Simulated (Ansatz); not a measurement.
MoP:

```
Mo P
1.0
     3.22300    0.00000    0.00000
    -1.61150    2.79120    0.00000
     0.00000    0.00000    3.19100
Mo P
1 1
Direct
  0.00000 0.00000 0.00000
  0.33333 0.66667 0.50000
```

Program: Ansatz 0.2.0. Alike in all runs: cell as given; basis error allowed 0.001 eV/atom.

Q: Order these runs on this cell by their pressure, lowest first.
A. level PBE; potentials or basis all-electron LAPW, scalar-relativistic; spin off; k mesh 10 × 10 × 8; cutoff (eV) 254; smearing gaussian 0.021 eV
B. level PBEsol; potentials or basis all-electron LAPW, relativistic spinors; spin SOC, no magnetisation; k mesh 7 × 7 × 6; cutoff (eV) 255; smearing fermi-dirac 0.05 eV
C. level RPBE; potentials or basis all-electron LAPW, scalar-relativistic; spin off; k mesh 10 × 10 × 8; cutoff (eV) 254; smearing gaussian 0.02 eV

A: B (-3.7 GPa), A (2.6 GPa), C (5.5 GPa).

Caveats: the k mesh is thin for a metal, which can move the energy by tens of meV per atom (some runs).
